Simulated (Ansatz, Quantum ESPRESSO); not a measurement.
This is a calculation of Pb (Lead) for Quantum ESPRESSO 7.5 (ASE script). 

File run.py:

```python
import numpy as np
from ase.calculators.espresso import Espresso, EspressoProfile
from ase.io import read

atoms = read('Pb.xyz')

input_data = {
    'control': {'calculation': 'scf', 'prefix': 'pwscf', 'outdir': './tmp', 'tprnfor': True, 'tstress': True, 'disk_io': 'low'},
    'system': {'ecutwfc': 45.0, 'ecutrho': 360.0, 'nbnd': 13, 'occupations': 'smearing', 'smearing': 'fd', 'degauss': 0.00367493},
    'electrons': {'conv_thr': 2e-10, 'electron_maxstep': 120, 'mixing_beta': 0.5},
}
pseudopotentials = {'Pb': 'pb_pbesol_v1.uspp.F.UPF'}
profile = EspressoProfile(command='mpirun -n 2 pw.x -nk 2', pseudo_dir='pseudo')
dft = Espresso(profile=profile, input_data=input_data, pseudopotentials=pseudopotentials, kpts=(9, 9, 9), koffset=(0, 0, 0))
atoms.calc = dft

from ase.optimize import LBFGS
from ase.filters import FrechetCellFilter
done = LBFGS(FrechetCellFilter(atoms), trajectory='opt.traj').run(fmax=0.02, steps=30)
print('converged', done)
print('cell (A)', np.round(atoms.cell.cellpar(), 5))
print(f'energy {atoms.get_potential_energy():.8f} eV')
print('forces (eV/A)')
print(np.round(atoms.get_forces(), 6))
print('stress (eV/A^3, Voigt)')
print(np.round(atoms.get_stress(), 8))
print(f'Fermi level {dft.get_fermi_level():.4f} eV')
```

Pb.xyz

```xyz
1
Lattice="0.0000000000 2.4750200000 2.4750200000 2.4750200000 0.0000000000 2.4750200000 2.4750200000 2.4750200000 0.0000000000" Properties=species:S:1:pos:R:3 pbc="T T T"
Pb     0.0000000000      0.0000000000      0.0000000000
```

Potentials or basis: GBRV 1.5 PBEsol.

Run with:

```console
$ OMP_NUM_THREADS=1 python run.py
```

Translate it to Ansatz 0.2.0. Potentials or basis there: Ansatz PAW, cutoff 420 eV.

As run (cutoffs and basis follow the program's own potentials, and thresholds, step limits or extra output files can differ):

File input.yaml:

```yaml
crystal:
  lattice:
    - [0.0, 2.47502, 2.47502]
    - [2.47502, 0.0, 2.47502]
    - [2.47502, 2.47502, 0.0]
  atoms:
    - { symbol: Pb, position: [0.0, 0.0, 0.0] }
hamiltonian:
  xc: pbesol
  pseudopotentials: { kind: paw }
kpoints:
  mp_grid: { grid: [9, 9, 9] }
scf:
  occupations: { method: fermi_dirac, width: 0.05 }
output:
  forces: true
  stress: true
relax:
  f_tol: 0.01
  max_steps: 40
  cell: { stress_tol: 0.05 }
```

Potentials or basis: Ansatz PAW.

Launch:

```sh
$ ansatz run input.yaml --threads 2 --pin off --max-ram 5632MiB --backend cpu --events-out ev --progress --plain --runs-dir out
```

Both were run:

|  | Quantum ESPRESSO | Ansatz |
| --- | --- | --- |
| Relaxed volume | 29.79 Å³/atom | 29.94 Å³/atom |
| Relaxed cell | a = 3.480 Å, b = 3.480 Å, c = 3.480 Å, α = 60.00°, β = 60.00°, γ = 60.00° | a = 3.485 Å, b = 3.485 Å, c = 3.485 Å, α = 60.00°, β = 60.00°, γ = 60.00° |
| Space group after relaxing | Fm-3m (No. 225) | Fm-3m (No. 225) |
| Pressure after relaxing | 0.0 GPa | 0.0 GPa |

Ansatz's pressure holds a Pulay term of +0.02 GPa for its cutoff of 420 eV, which the other run lacks.

Ansatz's potentials were made for PBE.

Where Ansatz's input types no cutoff or centring, it takes its own default and a Γ-centred mesh.

Pressure is positive in compression.
